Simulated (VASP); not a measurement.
# InAs (F-43m) in VASP: further runs

Runs on InAs. Level: PBE. Tasks: band structure, optical spectrum.

All numbers are computed with VASP 6.6.1; they aren't measurements. Logs are shortened: lines on timing, memory, paths and dates and some standing lists are left out, and cuts for length are marked.

**The experiment to reproduce.**

From a printed reference work, data compilation, for a bulk crystal of InAs at 4.2 K: band gap 0.418 eV (direct).

How close the calculation comes is told below.

**1. Starting point**

Symmetry: F-43m, No. 216, cubic system. The conventional cell has a = 6.188 Å, b = 6.188 Å, c = 6.188 Å, α = 90.00°, β = 90.00°, γ = 90.00°. Around In (site symmetry -43m) lie 4 As at 2.68 Å. As (site symmetry -43m) is surrounded by 4 In at 2.68 Å.

**2. Band structure, PBE**

INCAR reads:

```
  PREC = Accurate
  ENCUT = 520
  EDIFF = 1E-7
  ISMEAR = 0
  SIGMA = 0.02
  LREAL = F
  LASPH = T
  NELM = 80
  ALGO = Normal
  ISIF = 2
  LWAVE = F
  LCHARG = F
  GGA = PE
  NBANDS = 16
```

KPOINTS reads:

```
regular mesh
0
Gamma
  10 10 10
```

POSCAR reads:

```
InAs                                    
1.0
    0.0000000000      3.0940583450      3.0940583450
    3.0940583450      0.0000000000      3.0940583450
    3.0940583450      3.0940583450      0.0000000000
  In              As            
     1     1
Direct
     0.0000000000000000    0.0000000000000000    0.0000000000000000
     0.2500000000000000    0.2500000000000000    0.2500000000000000
```

KPOINTS_OPT reads:

```
path GXWKGLUWLK,UX
20
line-mode
reciprocal
 0.0000000000  0.0000000000  0.0000000000  G
 0.5000000000  0.0000000000  0.5000000000  X

 0.5000000000  0.0000000000  0.5000000000  X
 0.5000000000  0.2500000000  0.7500000000  W

 0.5000000000  0.2500000000  0.7500000000  W
 0.3750000000  0.3750000000  0.7500000000  K

 0.3750000000  0.3750000000  0.7500000000  K
 0.0000000000  0.0000000000  0.0000000000  G

 0.0000000000  0.0000000000  0.0000000000  G
 0.5000000000  0.5000000000  0.5000000000  L

 0.5000000000  0.5000000000  0.5000000000  L
 0.6250000000  0.2500000000  0.6250000000  U

 0.6250000000  0.2500000000  0.6250000000  U
 0.5000000000  0.2500000000  0.7500000000  W

 0.5000000000  0.2500000000  0.7500000000  W
 0.5000000000  0.5000000000  0.5000000000  L

 0.5000000000  0.5000000000  0.5000000000  L
 0.3750000000  0.3750000000  0.7500000000  K

 0.6250000000  0.2500000000  0.6250000000  U
 0.5000000000  0.0000000000  0.5000000000  X
```

Potentials or basis: VASP PAW PBE potentials, release 64 (In_d, As).

Launch:

```sh
cat potpaw_PBE.64/In_d/POTCAR potpaw_PBE.64/As/POTCAR > POTCAR
mpirun -np 1 vasp_std > vasp.out
```

OUTCAR:

```text
PREC = Accurate
   ENCUT = 520
   EDIFF = 1E-7
   ISMEAR = 0
   LREAL = F
   LASPH = T
   NELM = 80
   ISIF = 2
   GGA = PE

 ion  position               nearest neighbor table
   1  0.000  0.000  0.000-   2 2.68   2 2.68   2 2.68   2 2.68
   2  0.250  0.250  0.250-   1 2.68   1 2.68   1 2.68   1 2.68

  LATTYP: Found a face centered cubic cell.
 ALAT       =     6.1881166900

  Lattice vectors:

 A1 = (   0.0000000000,   3.0940583450,   3.0940583450)
 A2 = (   3.0940583450,   0.0000000000,   3.0940583450)
 A3 = (   3.0940583450,   3.0940583450,   0.0000000000)

Analysis of symmetry for initial positions (statically):
=====================================================================
 Subroutine PRICEL returns:
 Original cell was already a primitive cell.

 Routine SETGRP: Setting up the symmetry group for a
 face centered cubic supercell.

 Subroutine GETGRP returns: Found 24 space group operations
 (whereof 24 operations were pure point group operations)
 out of a pool of 48 trial point group operations.

The static configuration has the point symmetry T_d .

Analysis of symmetry for dynamics (positions and initial velocities):
=====================================================================
 Subroutine PRICEL returns:
 Original cell was already a primitive cell.

 Routine SETGRP: Setting up the symmetry group for a
 face centered cubic supercell.

 Subroutine GETGRP returns: Found 24 space group operations
 (whereof 24 operations were pure point group operations)
 out of a pool of 48 trial point group operations.

The dynamic configuration has the point symmetry T_d .

 Subroutine INISYM returns: Found 24 space group operations
 (whereof 24 operations are pure point group operations),
 and found     1 'primitive' translations

----------------------------------------------------------------------------------------

                                     Primitive cell

  volume of cell :      59.2401

  direct lattice vectors                    reciprocal lattice vectors
     0.000000000  3.094058345  3.094058345    -0.161600055  0.161600055  0.161600055
     3.094058345  0.000000000  3.094058345     0.161600055 -0.161600055  0.161600055
     3.094058345  3.094058345  0.000000000     0.161600055  0.161600055 -0.161600055

  length of vectors
     4.375659274  4.375659274  4.375659274     0.279899506  0.279899506  0.279899506

  position of ions in fractional coordinates (direct lattice)
[... 73 lines left out ...]
   ISPIN  =      1    spin polarized calculation?
   LNONCOLLINEAR =      F non collinear calculations
   LSORBIT =      F    spin-orbit coupling
   LASPH  =      T    aspherical Exc in radial PAW
   ENCUT  =  520.0 eV  38.22 Ry    6.18 a.u.   8.14  8.14  8.14*2*pi/ulx,y,z
   NELM   =     80;   NELMIN=  2; NELMDL= -5     # of ELM steps
   EDIFF  = 0.1E-06   stopping-criterion for ELM
   LREAL  =      F    real-space projection
   EDIFFG = 0.1E-05   stopping-criterion for IOM
   NSW    =      0    number of steps for IOM
   IBRION =     -1    ionic relax: 0-MD 1-quasi-New 2-CG
   NFREE  =      0    steps in history (QN), initial steepest desc. (CG)
   ISIF   =      2    stress and relaxation
   ISYM   =      2    0-nonsym 1-usesym 2-fastsym
   POTIM  = 0.5000    time-step for ionic-motion
   TEBEG  =    0.0;   TEEND  =   0.0 temperature during run
   PSTRESS=    0.0 pullay stress
   NELECT =      18.0000    total number of electrons
   NUPDOWN=      -1.0000    fix difference up-down
   EMIN   =  10.00;   EMAX   =-10.00  energy-range for DOS
   EFERMI =   0.00;   METHOD = LEGACY
   ISMEAR =     0;   SIGMA  =   0.02  broadening in eV -4-tet -1-fermi 0-gaus
   EFERMI_NEDOS =   21; number of points for ismear=-14 and -15
   IALGO  =     38    algorithm
   IMIX   =      4    mixing-type and parameters
     AMIX     =   0.40;   BMIX     =  1.00
     AMIX_MAG =   1.60;   BMIX_MAG =  1.00
  volume/ion in A,a.u.               =      29.62       199.89
  Fermi-wavevector in a.u.,A,eV,Ry     =   1.100594  2.079821 16.480836  1.211307
  Thomas-Fermi vector in A             =   2.237008
   LORBIT       =      0    0 simple, 1 ext, 2 COOP (PROOUT), +10 PAW based schemes
   GGA     = PE    functional components
   LHFCALC =     F    Hartree Fock is set to
   AEXX    =    0.0000 exact exchange contribution
   IVDW    =     0    specifies the selected vdW correction
   LEPSILON=     F    determine dielectric tensor
   LRPA    =     F    only Hartree local field effects (RPA)
 non-spin polarized calculation
 Gauss-broadening in eV      SIGMA  =   0.02
  energy-cutoff  :      520.00
  volume of cell :       59.24
 maximum number of plane-waves:      1639
 NGX is ok and might be reduce to    36
   NGX = 17   NGY = 17   NGZ = 17

 number of electron      17.9999997 magnetization

 Free energy of the ion-electron system (eV)
  ---------------------------------------------------
  ext. energy  EPLUGINS =         0.00000000
  ---------------------------------------------------
  free energy    TOTEN  =        -7.71899410 eV

  energy without entropy =       -7.71896325  energy(sigma->0) =       -7.71897868

 E-fermi :   3.8400     XC(G=0):  -8.7927

 val. band max:        3.8339586087   @ k =   0.0000   0.0000   0.0000
 cond. band min:       4.5776436243   @ k =   0.1000   0.0000   0.0000
 fundamental gap:      0.7436850157
 Fermi energy:         3.8400499253

 k-point     1 :       0.0000    0.0000    0.0000
  band No.  band energies     occupation
      1     -10.4324      2.00000
      2     -10.4324      2.00000
      3     -10.4324      2.00000
      4     -10.3329      2.00000
      5     -10.3329      2.00000
      6      -7.6030      2.00000
[... 433 lines left out ...]
      3     -10.3839      2.00000
      4     -10.3524      2.00000
      5     -10.3193      2.00000
      6      -6.3323      2.00000
[... 8 lines left out ...]
     15      14.7016      0.00000
     16      15.4660      0.00000

 [... further k-points ...]
[... 5 lines left out ...]
  --------------------------------------------------------------------------------------
  -------------------------------------------------------------------------------------
  Total        0.0029599      0.0029599      0.0029599      0.0000000      0.0000000      0.0000000
  in kB        0.0800524      0.0800524      0.0800524      0.0000000      0.0000000      0.0000000
  external PRESSURE =       0.0800524 kB  Pullay stress =       0.0000000 kB

 VOLUME and BASIS-vectors are now :
 -----------------------------------------------------------------------------
  energy-cutoff  :      520.00
  volume of cell :       59.24
      direct lattice vectors                 reciprocal lattice vectors
     0.000000000  3.094058345  3.094058345    -0.161600055  0.161600055  0.161600055
     3.094058345  0.000000000  3.094058345     0.161600055 -0.161600055  0.161600055
     3.094058345  3.094058345  0.000000000     0.161600055  0.161600055 -0.161600055

 POSITION                                       TOTAL-FORCE (eV/Angst)
 -----------------------------------------------------------------------------------
      0.00000      0.00000      0.00000        -0.000000     -0.000000     -0.000000
      1.54703      1.54703      1.54703         0.000000      0.000000      0.000000
 -----------------------------------------------------------------------------------
    total drift:                               -0.000000     -0.000000     -0.000000

  FREE ENERGIE OF THE ION-ELECTRON SYSTEM (eV)
  ---------------------------------------------------
  free  energy   TOTEN  =        -7.7189941032 eV

  energy  without entropy=       -7.7189632508  energy(sigma->0) =       -7.71897868
```

Wall time 59 s (1 thread of Intel Xeon 6975P-C (Granite Rapids), shared host); peak memory 0.24 GiB.

What came out:

```
Free energy             : -7.7190 eV
Pressure                : 0.0 GPa
Band gap along the path : none (metal or under the smearing width)
```

Levels at the corners of the path, in eV from the Fermi level:
| point | band 7 | band 8 | band 9 | band 10 | band 11 | band 12 |
| --- | --- | --- | --- | --- | --- | --- |
| Γ | -0.55 | -0.01 | -0.01 | -0.01 | 3.87 | 3.87 |
| X | -5.56 | -2.11 | -2.11 | 1.65 | 2.03 | 8.75 |
| X | -5.56 | -2.11 | -2.11 | 1.65 | 2.03 | 8.75 |
| W | -5.43 | -2.68 | -2.58 | 3.91 | 4.26 | 4.80 |
| W | -5.43 | -2.68 | -2.58 | 3.91 | 4.26 | 4.80 |
| K | -5.44 | -2.96 | -1.76 | 2.12 | 4.10 | 7.01 |
| K | -5.44 | -2.96 | -1.76 | 2.12 | 4.10 | 7.01 |
| Γ | -0.55 | -0.01 | -0.01 | -0.01 | 3.87 | 3.87 |
| Γ | -0.55 | -0.01 | -0.01 | -0.01 | 3.87 | 3.87 |
| L | -5.44 | -0.90 | -0.90 | 0.80 | 4.63 | 4.63 |
| L | -5.44 | -0.90 | -0.90 | 0.80 | 4.63 | 4.63 |
| U | -5.44 | -2.96 | -1.76 | 2.12 | 4.10 | 7.01 |
| U | -5.44 | -2.96 | -1.76 | 2.12 | 4.10 | 7.01 |
| W | -5.43 | -2.68 | -2.58 | 3.91 | 4.26 | 4.80 |
| W | -5.43 | -2.68 | -2.58 | 3.91 | 4.26 | 4.80 |
| L | -5.44 | -0.90 | -0.90 | 0.80 | 4.63 | 4.63 |
| L | -5.44 | -0.90 | -0.90 | 0.80 | 4.63 | 4.63 |
| K | -5.44 | -2.96 | -1.76 | 2.12 | 4.10 | 7.01 |
| U | -5.44 | -2.96 | -1.76 | 2.12 | 4.10 | 7.01 |
| X | -5.56 | -2.11 | -2.11 | 1.65 | 2.03 | 8.75 |

Caveat: spin-orbit coupling is left out, which moves the levels of the heavy elements; this crystal is a semiconductor, whose small gap the functional closes, so the metal is an error of the method.

**3. Optical spectrum, PBE**

INCAR reads:

```
SYSTEM = InAs
ALGO = Normal
CSHIFT = 0.1
EDIFF = 1E-7
ENCUT = 520
GGA = PE
ISIF = 2
ISMEAR = 0
LASPH = .TRUE.
LCHARG = .FALSE.
LOPTICS = .TRUE.
LREAL = .FALSE.
LWAVE = .FALSE.
NBANDS = 57
NEDOS = 2000
NELM = 80
PREC = Accurate
SIGMA = 0.02
```

KPOINTS reads:

```
k-points
0
G
  14 14 14
  0 0 0
```

POSCAR is that of step 2.

Potentials or basis: VASP PAW PBE potentials, release 64 (In_d, As).

Launch:

```sh
cat potpaw_PBE.64/In_d/POTCAR potpaw_PBE.64/As/POTCAR > POTCAR
mpirun -np 1 vasp_std > vasp.out
```

OUTCAR:

```text
SYSTEM = InAs
   EDIFF = 1E-7
   ENCUT = 520
   GGA = PE
   ISIF = 2
   ISMEAR = 0
   LASPH = .TRUE.
   LREAL = .FALSE.
   NELM = 80
   PREC = Accurate

 ion  position               nearest neighbor table
   1  0.000  0.000  0.000-   2 2.68   2 2.68   2 2.68   2 2.68
   2  0.250  0.250  0.250-   1 2.68   1 2.68   1 2.68   1 2.68

  LATTYP: Found a face centered cubic cell.
 ALAT       =     6.1881166900

  Lattice vectors:

 A1 = (   0.0000000000,   3.0940583450,   3.0940583450)
 A2 = (   3.0940583450,   0.0000000000,   3.0940583450)
 A3 = (   3.0940583450,   3.0940583450,   0.0000000000)

Analysis of symmetry for initial positions (statically):
=====================================================================
 Subroutine PRICEL returns:
 Original cell was already a primitive cell.

 Routine SETGRP: Setting up the symmetry group for a
 face centered cubic supercell.

 Subroutine GETGRP returns: Found 24 space group operations
 (whereof 24 operations were pure point group operations)
 out of a pool of 48 trial point group operations.

The static configuration has the point symmetry T_d .

Analysis of symmetry for dynamics (positions and initial velocities):
[... 769 lines left out ...]
      0.00000      0.00000      0.00000        -0.000000     -0.000000     -0.000000
      1.54703      1.54703      1.54703         0.000000      0.000000      0.000000
 -----------------------------------------------------------------------------------
    total drift:                               -0.000000     -0.000000     -0.000000

  FREE ENERGIE OF THE ION-ELECTRON SYSTEM (eV)
  ---------------------------------------------------
  free  energy   TOTEN  =        -7.7198538089 eV

  energy  without entropy=       -7.7198425642  energy(sigma->0) =       -7.71984819

 electrical conductivity sigma (Mega S m-1) (frequency dependency in vasprun.xml)
  --------------------------------------------------------------------------------------
       0.000      -0.000      -0.000
      -0.000       0.000       0.000
      -0.000       0.000       0.000

  frequency dependent IMAGINARY DIELECTRIC FUNCTION (independent particle, no local field effects) density-density
     E(ev)      X         Y         Z        XY        YZ        ZX
  --------------------------------------------------------------------------------------------------------------
     0.00000     0.00000     0.00000     0.00000     0.00000     0.00000     0.00000
     0.71060     4.49178     4.49178     4.49178    -0.00000     0.00000     0.00000
     1.42120     7.52555     7.52555     7.52555    -0.00000     0.00000     0.00000
     2.13180    13.19574    13.19574    13.19574    -0.00000     0.00000    -0.00000
     2.84240    10.68835    10.68835    10.68835    -0.00000     0.00000    -0.00000
     3.55301    14.59979    14.59979    14.59979    -0.00000    -0.00000     0.00000
[... 92 lines left out ...]
    69.63890     0.00034     0.00034     0.00034    -0.00000    -0.00000    -0.00000
    70.34950     0.00033     0.00033     0.00033    -0.00000    -0.00000    -0.00000

  frequency dependent      REAL DIELECTRIC FUNCTION (independent particle, no local field effects) density-density
     E(ev)        X           Y           Z          XY          YZ          ZX
  --------------------------------------------------------------------------------------------------------------
     0.00000    17.87906    17.87906    17.87906    -0.00000     0.00000    -0.00000
     0.71060    13.27662    13.27662    13.27662    -0.00000     0.00000    -0.00000
     1.42120    19.68637    19.68637    19.68637    -0.00000     0.00000    -0.00000
     2.13180     9.71674     9.71674     9.71674    -0.00000    -0.00000    -0.00000
     2.84240     5.84609     5.84609     5.84609    -0.00000    -0.00000     0.00000
     3.55301    12.75532    12.75532    12.75532    -0.00000    -0.00000     0.00000
[... 92 lines left out ...]
    69.63890     0.91556     0.91556     0.91556     0.00000     0.00000     0.00000
    70.34950     0.91794     0.91794     0.91794     0.00000     0.00000     0.00000

  frequency dependent IMAGINARY DIELECTRIC FUNCTION (independent particle, no local field effects) current-current
     E(ev)      X         Y         Z        XY        YZ        ZX
  --------------------------------------------------------------------------------------------------------------
     0.00000    94.59650    94.59650    94.59650     0.00000     0.00000     0.00000
     0.71060     7.83315     7.83315     7.83315     0.00000     0.00000     0.00000
     1.42120    10.14142    10.14142    10.14142    -0.00000    -0.00000    -0.00000
     2.13180    13.98372    13.98372    13.98372    -0.00000    -0.00000     0.00000
     2.84240    11.01085    11.01085    11.01085    -0.00000     0.00000     0.00000
     3.55301    15.25831    15.25831    15.25831     0.00000    -0.00000    -0.00000
[... 92 lines left out ...]
    69.63890     0.00010     0.00010     0.00010     0.00000    -0.00000    -0.00000
    70.34950     0.00009     0.00009     0.00009     0.00000    -0.00000    -0.00000

  frequency dependent      REAL DIELECTRIC FUNCTION (independent particle, no local field effects) current-current
     E(ev)        X           Y           Z          XY          YZ          ZX
  --------------------------------------------------------------------------------------------------------------
     0.00000    17.30953    17.30953    17.30953     0.00000    -0.00000     0.00000
     0.71060    12.11846    12.11846    12.11846    -0.00000    -0.00000    -0.00000
     1.42120    18.62553    18.62553    18.62553    -0.00000    -0.00000    -0.00000
     2.13180     8.49313     8.49313     8.49313    -0.00000    -0.00000    -0.00000
     2.84240     5.10570     5.10570     5.10570     0.00000     0.00000    -0.00000
     3.55301    11.93634    11.93634    11.93634     0.00000     0.00000     0.00000
[... 92 lines left out ...]
    69.63890     0.91560     0.91560     0.91560    -0.00000     0.00000    -0.00000
    70.34950     0.91797     0.91797     0.91797    -0.00000     0.00000    -0.00000
```

stdout:

```text
POSCAR found type information on POSCAR InAs
 POSCAR found :  2 types and       2 ions
 scaLAPACK will be used
 LDA part: xc-table for (Slater+PW92), standard interpolation
 POSCAR, INCAR and KPOINTS ok, starting setup
 FFT: planning ... GRIDC
 FFT: planning ... GRID_SOFT
 FFT: planning ... GRID
 WAVECAR not read
 entering main loop
 optical routines
 imaginary and real dielectric function
 recalculating local potential from charge density
 direction            1
 direction            2
 direction            3
```

Wall time 2.2 min (1 thread of Intel Xeon 6975P-C (Granite Rapids), shared host); peak memory 0.53 GiB.

Results:

```
Free energy            : -7.7199 eV
Pressure               : 0.0 GPa
Band gap on the k mesh : none (metal or under the smearing width)
```

Levels at points of the mesh, in eV from the Fermi level:
```
           k point  band 6  band 7  band 8  band 9  band 10  band 11  band 12  band 13
(0.00, 0.00, 0.00)  -11.44   -0.55   -0.01   -0.01    -0.01     3.87     3.87     3.87
(0.50, 0.00, 0.00)  -10.18   -5.44   -0.90   -0.90     0.80     4.63     4.63     6.75
(0.50, 0.50, 0.00)   -9.71   -5.56   -2.11   -2.11     1.65     2.03     8.75     8.79
```

Dielectric function (mean over the directions given):
```csv
energy (eV),real part,imaginary part
0.28,18.91,1.03
0.92,16.98,4.46
1.63,14.66,13.52
2.27,7.31,12.54
2.98,6.50,8.37
3.62,11.33,17.74
4.33,-6.95,14.78
4.97,-1.66,7.23
5.68,-4.34,6.51
6.32,-3.57,4.50
7.04,-2.58,3.25
7.75,-2.26,2.13
8.39,-2.15,1.64
9.10,-1.31,1.24
9.74,-1.40,1.09
10.45,-0.88,0.69
11.09,-0.61,0.47
11.80,-0.30,0.46
12.44,-0.22,0.50
13.15,-0.18,0.45
13.86,-0.02,0.32
14.50,0.15,0.22
15.21,0.29,0.24
15.85,0.42,0.24
16.56,0.43,0.39
17.20,0.46,0.24
17.91,0.57,0.29
18.55,0.57,0.36
19.26,0.56,0.36
19.97,0.48,0.24
```

Caveat: independent-particle spectra lack excitons; the intraband (Drude) part of a metal's response may be missing; this crystal is a semiconductor, whose small gap the functional closes, so the metal is an error of the method.

**4. Against experiment**

Step 2. Against the measured gap of InAs, 0.418 eV (direct; 4.2 K; a printed reference work, data compilation), the calculated 0.00 eV is off by -0.42 eV. Spin-orbit coupling on As, In is left out. The value is that of PBE, without temperature or zero-point motion. Semilocal functionals fall short of measured gaps as a rule.

Step 3. A measured gap of InAs is 0.418 eV (direct; 4.2 K; a printed reference work, data compilation); the calculated 0.00 eV misses it by -0.42 eV. Spin-orbit coupling on As, In is left out. The value is that of PBE on a finite k mesh, which can miss the band edges, without temperature or zero-point motion. Semilocal functionals fall short of measured gaps as a rule.
